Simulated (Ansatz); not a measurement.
## How an unstable NaH3 structure lowers its energy

All numbers below come from Ansatz, DFT PBE, scalar-relativistic, plane waves, PAW. All cells share a 420 eV cutoff and Γ-centred k meshes spaced at most 0.3 Å⁻¹ (0.19 for metals, 2π included).

The start was the Ni3Sn (D0_19) type (P6_3/mmc, No. 194), relaxed within its symmetry. A cell of 8 atoms (1 times the primitive one) was then disturbed at random, relaxed without symmetry and relaxed once more on a fine mesh. For metals, differences of a few meV/atom aren't resolved. Weakly bound directions are ill-defined at this level, which has no dispersion term.

Before:

Space group P6_3/mmc (No. 194). a = 4.872 Å, b = 4.872 Å, c = 3.607 Å, α = 90.00°, β = 90.00°, γ = 120.00°
| atom | site | symmetry | x | y | z |
| --- | --- | --- | --- | --- | --- |
| Na | 2c | -6m2 | 0.3333 | 0.6667 | 0.2500 |
| H | 6h | mm2 | 0.9209 | 0.8418 | 0.2500 |

After:

Space group C2/m (No. 12). a = 4.575 Å, b = 4.577 Å, c = 6.057 Å, α = 90.00°, β = 108.78°, γ = 90.00°
```csv
atom,site,symmetry,x,y,z
Na,2a,2/m,0.0000,0.0000,0.0000
H,2b,2/m,0.5000,0.0000,0.0000
H,4i,m,0.9209,0.0000,0.4544
```

**Question.** Is this a distortion of the same structure or a reconstruction, and what lowers the energy?

**Answer.** A reconstruction, from P6_3/mmc (No. 194) to C2/m (No. 12). Each Na has on average 4 Na contacts in place of 8, shorter on average (3.41 → 3.24 Å); each H has on average 1.3 Na contacts in place of 4, shorter on average (2.67 → 2.29 Å); the metal becomes a semiconductor on the mesh (2.91 eV).

**Question.** What does it gain?

**Answer.** 616 meV/atom, with the volume going from 9.27 to 15.01 Å³/atom. Against the elements the energy goes from 0.57 to -0.04 eV/atom.

Cost: 4 runs of about 8.7 core-minutes in all, on Intel Xeon Platinum 8375C (Ice Lake) (shared hosts).